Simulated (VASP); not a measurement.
# SiC (Moissanite 3C) (F-43m) in VASP: relaxation of cell and atoms with rev-vdW-DF2

Aim: the relaxation of cell and atoms of SiC (Moissanite 3C) with rev-vdW-DF2.

Program: VASP 6.6.1. These are calculated values, not measurements. Logs are shortened: lines on timing, memory, paths and dates and some standing lists are left out, and cuts for length are marked.

## (1) Starting point

The structure is cubic, space group F-43m (No. 216). Conventional cell: a = 4.358 Å, b = 4.358 Å, c = 4.358 Å, α = 90.00°, β = 90.00°, γ = 90.00°. Around Si (site symmetry -43m) lie 4 C at 1.89 Å. C (site symmetry -43m) is surrounded by 4 Si at 1.89 Å.

## (2) Relaxation of cell and atoms, rev-vdW-DF2

File INCAR:

```
SYSTEM = SiC
PREC = Accurate ; ENCUT = 600
EDIFF = 1E-6 ; ISMEAR = -1
SIGMA = 0.05 ; LREAL = .False.
LASPH = .True. ; NELM = 80
ALGO = Normal ; ISIF = 3
LWAVE = .False. ; LCHARG = .False.
GGA = MK ; LUSE_VDW = .True.
AGGAC = 0.0 ; PARAM1 = 0.1234
PARAM2 = 0.711357 ; ZAB_VDW = -1.8867
IBRION = 2 ; NSW = 60
EDIFFG = -0.02
```

File KPOINTS:

```
regular mesh
0
Gamma
  10 10 10
  0 0 0
```

File POSCAR:

```
SiC
1.0
    0.0000000000      2.1790000000      2.1790000000
    2.1790000000      0.0000000000      2.1790000000
    2.1790000000      2.1790000000      0.0000000000
Si C
1 1
Direct
    0.0000000000      0.0000000000      0.0000000000
    0.7500000000      0.7500000000      0.7500000000
```

Potentials or basis: VASP PAW PBE potentials, release 64 (Si, C).

The run is started by

```sh
> cat potpaw_PBE.64/Si/POTCAR potpaw_PBE.64/C/POTCAR > POTCAR
> mpirun -np 1 vasp_std > vasp.out
```

OUTCAR:

```text
SYSTEM = SiC
   PREC = Accurate
   ENCUT = 600
   EDIFF = 1E-6
   ISMEAR = -1
   LREAL = .False.
   LASPH = .True.
   NELM = 80
   ISIF = 3
   GGA = MK
   IBRION = 2
   NSW = 60
   EDIFFG = -0.02

 ion  position               nearest neighbor table
   1  0.000  0.000  0.000-   2 1.89   2 1.89   2 1.89   2 1.89
   2  0.750  0.750  0.750-   1 1.89   1 1.89   1 1.89   1 1.89

  LATTYP: Found a face centered cubic cell.
 ALAT       =     4.3580000000

  Lattice vectors:

 A1 = (   0.0000000000,   2.1790000000,   2.1790000000)
 A2 = (   2.1790000000,   0.0000000000,   2.1790000000)
 A3 = (   2.1790000000,   2.1790000000,   0.0000000000)

Analysis of symmetry for initial positions (statically):
=====================================================================
 Subroutine PRICEL returns:
 Original cell was already a primitive cell.

 Routine SETGRP: Setting up the symmetry group for a
 face centered cubic supercell.

 Subroutine GETGRP returns: Found 24 space group operations
 (whereof 24 operations were pure point group operations)
 out of a pool of 48 trial point group operations.

The static configuration has the point symmetry T_d .

Analysis of symmetry for dynamics (positions and initial velocities):
=====================================================================
 Subroutine PRICEL returns:
 Original cell was already a primitive cell.

 Routine SETGRP: Setting up the symmetry group for a
 face centered cubic supercell.

 Subroutine GETGRP returns: Found 24 space group operations
 (whereof 24 operations were pure point group operations)
 out of a pool of 48 trial point group operations.

The dynamic configuration has the point symmetry T_d .

 Subroutine INISYM returns: Found 24 space group operations
 (whereof 24 operations are pure point group operations),
 and found     1 'primitive' translations

----------------------------------------------------------------------------------------

                                     Primitive cell

  volume of cell :      20.6920

  direct lattice vectors                    reciprocal lattice vectors
     0.000000000  2.179000000  2.179000000    -0.229463056  0.229463056  0.229463056
     2.179000000  0.000000000  2.179000000     0.229463056 -0.229463056  0.229463056
     2.179000000  2.179000000  0.000000000     0.229463056  0.229463056 -0.229463056

  length of vectors
[... 95 lines left out ...]
   EMIN   =  10.00;   EMAX   =-10.00  energy-range for DOS
   EFERMI =   0.00;   METHOD = LEGACY
   ISMEAR =    -1;   SIGMA  =   0.05  broadening in eV -4-tet -1-fermi 0-gaus
   EFERMI_NEDOS =   21; number of points for ismear=-14 and -15
   IALGO  =     38    algorithm
   IMIX   =      4    mixing-type and parameters
     AMIX     =   0.40;   BMIX     =  1.00
     AMIX_MAG =   1.60;   BMIX_MAG =  1.00
  volume/ion in A,a.u.               =      10.35        69.82
  Fermi-wavevector in a.u.,A,eV,Ry     =   1.192626  2.253736 19.352338  1.422357
  Thomas-Fermi vector in A             =   2.328660
   LORBIT       =      0    0 simple, 1 ext, 2 COOP (PROOUT), +10 PAW based schemes
   GGA     = MK    functional components
   LHFCALC =     F    Hartree Fock is set to
   AEXX    =    0.0000 exact exchange contribution
   IVDW_NL    =     1    kernel type
   BPARAM     = 6.3000
   IVDW    =     0    specifies the selected vdW correction
   LEPSILON=     F    determine dielectric tensor
   LRPA    =     F    only Hartree local field effects (RPA)
 conjugate gradient relaxation of ions
 non-spin polarized calculation
  energy-cutoff  :      600.00
  volume of cell :       20.69
 maximum number of plane-waves:       701
 NGX is ok and might be reduce to    28
   NGX = 13   NGY = 13   NGZ = 13

--------------------------------------- Ionic step        1  -------------------------------------------

 number of electron       8.0000000 magnetization

 Free energy of the ion-electron system (eV)
  ---------------------------------------------------
  ext. energy  EPLUGINS =         0.00000000
  ---------------------------------------------------
  free energy    TOTEN  =       -13.23475895 eV

  energy without entropy =      -13.23475894  energy(sigma->0) =      -13.23475895

------------------------ aborting loop because EDIFF is reached ----------------------------------------

  FORCE on cell =-STRESS in cart. coord.  units (eV):
  Direction    XX          YY          ZZ          XY          YZ          ZX
  --------------------------------------------------------------------------------------
  -------------------------------------------------------------------------------------
  Total        0.2613414      0.2613414      0.2613414      0.0000000     -0.0000000      0.0000000
  in kB       20.2356470     20.2356470     20.2356470      0.0000000     -0.0000000      0.0000000
  external PRESSURE =      20.2356470 kB  Pullay stress =       0.0000000 kB
[... 63 lines left out ...]
--------------------------------------- Ionic step        3  -------------------------------------------

 number of electron       8.0000000 magnetization

 Free energy of the ion-electron system (eV)
  ---------------------------------------------------
  ext. energy  EPLUGINS =         0.00000000
  ---------------------------------------------------
  free energy    TOTEN  =       -13.23595444 eV

  energy without entropy =      -13.23595443  energy(sigma->0) =      -13.23595444

 E-fermi :   8.6754     XC(G=0): -11.3269

 val. band max:        7.9540948804   @ k =   0.0000   0.0000   0.0000
 cond. band min:       9.3590281543   @ k =   0.5000   0.5000   0.0000
 fundamental gap:      1.4049332739
 Fermi energy:         8.6754421513

 k-point     1 :       0.0000    0.0000    0.0000
  band No.  band energies     occupation
      1      -7.3350      2.00000
      2       7.9541      2.00000
      3       7.9541      2.00000
      4       7.9541      2.00000
      5      14.1237      0.00000
      6      15.1995      0.00000
      7      15.1995      0.00000
      8      15.1995      0.00000
[... 243 lines left out ...]
 k-point    24 :       0.4000    0.3000    0.0000
  band No.  band energies     occupation
      1      -4.2183      2.00000
      2       2.4076      2.00000
      3       4.8272      2.00000
      4       5.3471      2.00000
      5      10.8483      0.00000
      6      13.5570      0.00000
      7      19.4662      0.00000
      8      19.7895      0.00000

 [... further k-points ...]

------------------------ aborting loop because EDIFF is reached ----------------------------------------

  FORCE on cell =-STRESS in cart. coord.  units (eV):
  Direction    XX          YY          ZZ          XY          YZ          ZX
  --------------------------------------------------------------------------------------
  -------------------------------------------------------------------------------------
  Total        0.0008358      0.0008358      0.0008358      0.0000000      0.0000000      0.0000000
  in kB        0.0641253      0.0641253      0.0641253      0.0000000      0.0000000      0.0000000
  external PRESSURE =       0.0641253 kB  Pullay stress =       0.0000000 kB
[... 21 lines left out ...]
  energy  without entropy=      -13.2359544319  energy(sigma->0) =      -13.23595444

Total vdW correction in eV:      0.8962733

 reached required accuracy - stopping structural energy minimisation
```

CONTCAR:

```text
SiC
   1.00000000000000
    -0.0000000000000000    2.1857105413425799    2.1857105413425799
     2.1857105413425799   -0.0000000000000000    2.1857105413425799
     2.1857105413425799    2.1857105413425799   -0.0000000000000000
  Si              C
     1     1
Direct
     0.0000000000000000    0.0000000000000000    0.0000000000000000
     0.7500000000000000    0.7500000000000000    0.7500000000000000

  0.00000000E+00  0.00000000E+00  0.00000000E+00
  0.00000000E+00  0.00000000E+00  0.00000000E+00
```

Run time: 100 s. Hardware: 1 thread of AMD EPYC 7R43 (Zen 3), shared host; peak memory 0.26 GiB.

Results:

* Free energy: -13.2360 eV
* Relaxed volume: 10.44 Å³/atom
* Relaxed cell: a = 3.091 Å, b = 3.091 Å, c = 3.091 Å, α = 60.00°, β = 60.00°, γ = 60.00°
* Space group after relaxing (to 0.05 Å): F-43m (No. 216)
* Energy gained by relaxing: 0.6 meV/atom
* Ionic steps: 3
* Pressure after relaxing: 0.0 GPa
* Band gap on the k mesh: 1.40 eV, indirect (least direct gap 4.57 eV)

Step by step:
| step | energy change (eV) | largest force (eV/Å) | pressure (GPa) | volume (Å³) |
| --- | --- | --- | --- | --- |
| 1 | 0.0000 | 0.0000 | 2.02 | 20.69 |
| 2 | 0.0001 | 0.0000 | -2.02 | 21.09 |
| 3 | -0.0012 | 0.0000 | 0.01 | 20.88 |

Final structure:
```
Si C
1.0
     0.00000    2.18571    2.18571
     2.18571    0.00000    2.18571
     2.18571    2.18571    0.00000
Si C
1 1
Cartesian
  0.0000 0.0000 0.0000
  3.2786 3.2786 3.2786
```

Levels at points of the mesh, in eV from the valence-band top:
```csv
k point,band 2,band 3,band 4,band 5,band 6,band 7
"(0.00, 0.00, 0.00)",0.00,0.00,0.00,6.17,7.25,7.25
"(0.50, 0.00, 0.00)",-8.47,-1.05,-1.05,5.38,7.21,7.21
"(0.50, 0.50, 0.00)",-7.75,-3.16,-3.16,1.40,4.31,13.90
```

Caveat: the PAW data sets were made with another functional, which shifts forces and pressure a little. Zero-point motion and thermal expansion aren't in these numbers.

## (3) For comparison

An earlier run on the cell as given: functional PBE; potentials or basis VASP PAW PBE potentials, release 64 (Si, C); cutoff 520 eV; k mesh 10 × 10 × 10; occupations fermi-dirac, width 0.05 eV; no spin polarisation.

* Pressure: 3.2 GPa
* Band gap on the k mesh: 1.36 eV, indirect (least direct gap 4.54 eV)
